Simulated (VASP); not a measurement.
# KI (Fm-3m) in VASP: settings compared

One crystal, KI, is run at these levels: optB88-vdW, PBE, LDA; tasks: band structure, evGW quasiparticle levels, relaxation of the atoms.

Program: VASP 6.6.1. These are calculated values, not measurements. Logs are shortened: lines on timing, memory, paths and dates and some standing lists are left out, and cuts for length are marked.

**What was measured.**

A printed reference work, monograph reports, for a bulk crystal of KI: band gap 6.32 eV.

How close the calculation comes is told below.

## 1. Starting point

It takes space group Fm-3m (No. 225, cubic). The conventional cell has a = 7.066 Å, b = 7.066 Å, c = 7.066 Å, α = 90.00°, β = 90.00°, γ = 90.00°. I (site symmetry m-3m) is surrounded by 6 K at 3.53 Å. Around K (site symmetry m-3m) lie 6 I at 3.53 Å.

## 2. Band structure, optB88-vdW, spin-orbit coupling, no magnetisation

Input file INCAR:

```
PREC = Accurate
ENCUT = 520
EDIFF = 1E-6
ISMEAR = -1
SIGMA = 0.1
LREAL = False
LASPH = True
NELM = 80
ALGO = Fast
ISIF = 2
LWAVE = False
LCHARG = False
LNONCOLLINEAR = True
MAGMOM = 0 0 0 0 0 0
LORBIT = 11
LSORBIT = True
GGA_COMPAT = False
GGA = BO
LUSE_VDW = True
AGGAC = 0.0
PARAM1 = 0.1833333333
PARAM2 = 0.22
```

Input file KPOINTS:

```
Automatic mesh
0
Gamma
  5 5 5
```

Input file POSCAR:

```
KI
1.0
    0.0000000000      3.5327750000      3.5327750000
    3.5327750000      0.0000000000      3.5327750000
    3.5327750000      3.5327750000      0.0000000000
I K
1 1
Direct
    0.5000000000      0.5000000000      0.5000000000
    0.0000000000      0.0000000000      0.0000000000
```

Input file KPOINTS_OPT:

```
path GXWKGLUWLK,UX
15
line-mode
reciprocal
 0.0000000000  0.0000000000  0.0000000000  G
 0.5000000000  0.0000000000  0.5000000000  X

 0.5000000000  0.0000000000  0.5000000000  X
 0.5000000000  0.2500000000  0.7500000000  W

 0.5000000000  0.2500000000  0.7500000000  W
 0.3750000000  0.3750000000  0.7500000000  K

 0.3750000000  0.3750000000  0.7500000000  K
 0.0000000000  0.0000000000  0.0000000000  G

 0.0000000000  0.0000000000  0.0000000000  G
 0.5000000000  0.5000000000  0.5000000000  L

 0.5000000000  0.5000000000  0.5000000000  L
 0.6250000000  0.2500000000  0.6250000000  U

 0.6250000000  0.2500000000  0.6250000000  U
 0.5000000000  0.2500000000  0.7500000000  W

 0.5000000000  0.2500000000  0.7500000000  W
 0.5000000000  0.5000000000  0.5000000000  L

 0.5000000000  0.5000000000  0.5000000000  L
 0.3750000000  0.3750000000  0.7500000000  K

 0.6250000000  0.2500000000  0.6250000000  U
 0.5000000000  0.0000000000  0.5000000000  X
```

Potentials or basis: VASP PAW PBE potentials, release 64 (I, K_sv).

On the command line:

```console
> cat potpaw_PBE.64/I/POTCAR potpaw_PBE.64/K_sv/POTCAR > POTCAR
> mpirun -np 1 vasp_ncl > vasp.out
```

OUTCAR:

```text
PREC = Accurate
   ENCUT = 520
   EDIFF = 1E-6
   ISMEAR = -1
   LREAL = False
   LASPH = True
   NELM = 80
   ISIF = 2
   LNONCOLLINEAR = True
   LORBIT = 11
   LSORBIT = True
   GGA = BO

 ion  position               nearest neighbor table
   1  0.500  0.500  0.500-   2 3.53   2 3.53   2 3.53   2 3.53   2 3.53   2 3.53
   2  0.000  0.000  0.000-   1 3.53   1 3.53   1 3.53   1 3.53   1 3.53   1 3.53

  LATTYP: Found a face centered cubic cell.
 ALAT       =     7.0655500000

  Lattice vectors:

 A1 = (   0.0000000000,   3.5327750000,   3.5327750000)
 A2 = (   3.5327750000,   0.0000000000,   3.5327750000)
 A3 = (   3.5327750000,   3.5327750000,   0.0000000000)

Analysis of symmetry for initial positions (statically):
=====================================================================
 Subroutine PRICEL returns:
 Original cell was already a primitive cell.

 Routine SETGRP: Setting up the symmetry group for a
 face centered cubic supercell.

 Subroutine GETGRP returns: Found 48 space group operations
 (whereof 48 operations were pure point group operations)
 out of a pool of 48 trial point group operations.

The static configuration has the point symmetry O_h .

Analysis of symmetry for dynamics (positions and initial velocities):
=====================================================================
 Subroutine PRICEL returns:
 Original cell was already a primitive cell.

 Routine SETGRP: Setting up the symmetry group for a
 face centered cubic supercell.

 Subroutine GETGRP returns: Found 48 space group operations
 (whereof 48 operations were pure point group operations)
 out of a pool of 48 trial point group operations.

The dynamic configuration has the point symmetry O_h .

Analysis of structural, dynamic, and magnetic symmetry:
=====================================================================
 Subroutine PRICEL returns:
 Original cell was already a primitive cell.

 Routine SETGRP: Setting up the symmetry group for a
 face centered cubic supercell.

 Subroutine GETGRP returns: Found 48 space group operations
 (whereof 48 operations were pure point group operations)
 out of a pool of 48 trial point group operations.

The overall configuration has the point symmetry O_h .

 Subroutine INISYM returns: Found 48 space group operations
 (whereof 48 operations are pure point group operations),
 and found     1 'primitive' translations

----------------------------------------------------------------------------------------

                                     Primitive cell

  volume of cell :      88.1816

  direct lattice vectors                    reciprocal lattice vectors
     0.000000000  3.532775000  3.532775000    -0.141531799  0.141531799  0.141531799
     3.532775000  0.000000000  3.532775000     0.141531799 -0.141531799  0.141531799
     3.532775000  3.532775000  0.000000000     0.141531799  0.141531799 -0.141531799

  length of vectors
     4.996098318  4.996098318  4.996098318     0.245140266  0.245140266  0.245140266

  position of ions in fractional coordinates (direct lattice)
     0.500000000  0.500000000  0.500000000
     0.000000000  0.000000000  0.000000000

  ion indices of the primitive-cell ions
   primitive index   ion index
                 1           1
                 2           2

----------------------------------------------------------------------------------------

 KPOINTS: Automatic mesh

Automatic generation of k-mesh.
 Grid dimensions read from file:
[... 65 lines left out ...]
   ISMEAR =    -1;   SIGMA  =   0.10  broadening in eV -4-tet -1-fermi 0-gaus
   EFERMI_NEDOS =   21; number of points for ismear=-14 and -15
   IALGO  =     68    algorithm
   IMIX   =      4    mixing-type and parameters
     AMIX     =   0.40;   BMIX     =  1.00
     AMIX_MAG =   1.60;   BMIX_MAG =  1.00
  volume/ion in A,a.u.               =      44.09       297.54
  Fermi-wavevector in a.u.,A,eV,Ry     =   0.926806  1.751409 11.686988  0.858969
  Thomas-Fermi vector in A             =   2.052808
   LORBIT       =     11    0 simple, 1 ext, 2 COOP (PROOUT), +10 PAW based schemes
   GGA     = BO    functional components
   LHFCALC =     F    Hartree Fock is set to
   AEXX    =    0.0000 exact exchange contribution
   IVDW_NL    =     1    kernel type
   BPARAM     = 6.3000
   IVDW    =     0    specifies the selected vdW correction
   LEPSILON=     F    determine dielectric tensor
   LRPA    =     F    only Hartree local field effects (RPA)
 RMM-DIIS sequential band-by-band and
  energy-cutoff  :      520.00
  volume of cell :       88.18
 maximum number of plane-waves:      4842
 NGX is ok and might be reduce to    40
   NGX = 19   NGY = 19   NGZ = 19

 number of electron      16.0000000 magnetization       0.0000000      0.0000000      0.0000000

 number of electron      15.9999999 magnetization       0.0000000     -0.0000000      0.0000000

 number of electron      15.9999999 magnetization      -0.0000000      0.0000000     -0.0000000

 Free energy of the ion-electron system (eV)
  ---------------------------------------------------
  ext. energy  EPLUGINS =         0.00000000
  ---------------------------------------------------
  free energy    TOTEN  =        -1.67106175 eV

  energy without entropy =       -1.67106175  energy(sigma->0) =       -1.67106175

 E-fermi :   1.6268     XC(G=0):  -7.3748

 val. band max:       -0.2468155986   @ k =   0.0000   0.0000   0.0000
 cond. band min:       3.3019327164   @ k =   0.0000   0.0000   0.0000
 fundamental gap:      3.5487483149
 Fermi energy:         1.6268417131

 k-point     1 :       0.0000    0.0000    0.0000
  band No.  band energies     occupation
      1     -29.0530      1.00000
      2     -29.0530      1.00000
      3     -12.7683      1.00000
      4     -12.7683      1.00000
      5     -12.5021      1.00000
      6     -12.5021      1.00000
[... 259 lines left out ...]
     23       7.8316      0.00000
     24       7.9413      0.00000

------------------------ aborting loop because EDIFF is reached ----------------------------------------

  FORCE on cell =-STRESS in cart. coord.  units (eV):
  Direction    XX          YY          ZZ          XY          YZ          ZX
  --------------------------------------------------------------------------------------
  -------------------------------------------------------------------------------------
  Total       -0.1134745     -0.1134745     -0.1134745      0.0000000      0.0000000     -0.0000000
  in kB       -2.0617257     -2.0617257     -2.0617257      0.0000000      0.0000000     -0.0000000
  external PRESSURE =      -2.0617257 kB  Pullay stress =       0.0000000 kB

 VOLUME and BASIS-vectors are now :
 -----------------------------------------------------------------------------
  energy-cutoff  :      520.00
  volume of cell :       88.18
      direct lattice vectors                 reciprocal lattice vectors
     0.000000000  3.532775000  3.532775000    -0.141531799  0.141531799  0.141531799
     3.532775000  0.000000000  3.532775000     0.141531799 -0.141531799  0.141531799
     3.532775000  3.532775000  0.000000000     0.141531799  0.141531799 -0.141531799

 POSITION                                       TOTAL-FORCE (eV/Angst)
 -----------------------------------------------------------------------------------
      3.53277      3.53277      3.53277        -0.000000      0.000000     -0.000000
      0.00000      0.00000      0.00000         0.000000     -0.000000      0.000000
 -----------------------------------------------------------------------------------
    total drift:                                0.000000     -0.000000     -0.000000

  FREE ENERGIE OF THE ION-ELECTRON SYSTEM (eV)
  ---------------------------------------------------
  free  energy   TOTEN  =        -1.6710617513 eV

  energy  without entropy=       -1.6710617480  energy(sigma->0) =       -1.67106175

Total vdW correction in eV:      3.5283927

 Spin-Orbit-Coupling matrix elements

 Ion:    1  E_soc:     -0.2507041
 l=   1
     0.0000000    -0.0417806    -0.0417806
    -0.0417806     0.0000000    -0.0417806
    -0.0417806    -0.0417806     0.0000000
 l=   2
     0.0000000    -0.0000010     0.0000000    -0.0000010    -0.0000025
    -0.0000010     0.0000000    -0.0000018    -0.0000010    -0.0000006
     0.0000000    -0.0000018     0.0000000    -0.0000018     0.0000000
    -0.0000010    -0.0000010    -0.0000018     0.0000000    -0.0000006
    -0.0000025    -0.0000006     0.0000000    -0.0000006     0.0000000
 l=   3
     0.0000000     0.0000000     0.0000000     0.0000000     0.0000000     0.0000000     0.0000000
     0.0000000     0.0000000     0.0000000     0.0000000     0.0000000     0.0000000     0.0000000
     0.0000000     0.0000000     0.0000000     0.0000000     0.0000000     0.0000000     0.0000000
     0.0000000     0.0000000     0.0000000     0.0000000     0.0000000     0.0000000     0.0000000
     0.0000000     0.0000000     0.0000000     0.0000000     0.0000000     0.0000000     0.0000000
     0.0000000     0.0000000     0.0000000     0.0000000     0.0000000     0.0000000     0.0000000
     0.0000000     0.0000000     0.0000000     0.0000000     0.0000000     0.0000000     0.0000000

 Ion:    2  E_soc:     -0.0083369
 l=   1
     0.0000000    -0.0013873    -0.0013873
    -0.0013873     0.0000000    -0.0013873
    -0.0013873    -0.0013873     0.0000000
 l=   2
     0.0000000     0.0000002     0.0000000     0.0000002    -0.0000024
     0.0000002     0.0000000    -0.0000018     0.0000002    -0.0000006
     0.0000000    -0.0000018     0.0000000    -0.0000018     0.0000000
     0.0000002     0.0000002    -0.0000018     0.0000000    -0.0000006
    -0.0000024    -0.0000006     0.0000000    -0.0000006     0.0000000
 l=   3
     0.0000000     0.0000000     0.0000000     0.0000000     0.0000000     0.0000000     0.0000000
     0.0000000     0.0000000     0.0000000     0.0000000     0.0000000     0.0000000     0.0000000
     0.0000000     0.0000000     0.0000000     0.0000000     0.0000000     0.0000000     0.0000000
     0.0000000     0.0000000     0.0000000     0.0000000     0.0000000     0.0000000     0.0000000
     0.0000000     0.0000000     0.0000000     0.0000000     0.0000000     0.0000000     0.0000000
     0.0000000     0.0000000     0.0000000     0.0000000     0.0000000     0.0000000     0.0000000
     0.0000000     0.0000000     0.0000000     0.0000000     0.0000000     0.0000000     0.0000000

 total charge

# of ion       s       p       d       tot
------------------------------------------
    1        1.501   2.843   0.001   4.345
    2        1.954   5.538   0.024   7.516
--------------------------------------------------
tot          3.455   8.381   0.025  11.861

 magnetization (x)

# of ion       s       p       d       tot
------------------------------------------
    1       -0.000   0.000  -0.000   0.000
    2        0.000   0.000   0.000   0.000
--------------------------------------------------
tot         -0.000   0.000  -0.000   0.000

 magnetization (y)

# of ion       s       p       d       tot
------------------------------------------
    1       -0.000  -0.000  -0.000  -0.000
    2        0.000   0.000   0.000   0.000
--------------------------------------------------
tot         -0.000  -0.000  -0.000  -0.000

 magnetization (z)

# of ion       s       p       d       tot
------------------------------------------
    1        0.000   0.000  -0.000   0.000
    2        0.000   0.000   0.000   0.000
--------------------------------------------------
tot          0.000   0.000  -0.000   0.000
```

It took 21 min on 1 thread of Intel Xeon Platinum 8375C at 2.90GHz (Ice Lake), shared host; peak memory 0.93 GiB.

What came out:

| Item | Value |
| --- | --- |
| Free energy | -1.6711 eV |
| Pressure | -0.2 GPa |
| Valence electrons inside the program's atomic spheres | I 4.34; K 7.52 |

Caveat: the PAW data sets were made with another functional, which shifts forces and pressure a little.

(Part 1 of 2 ends here.)
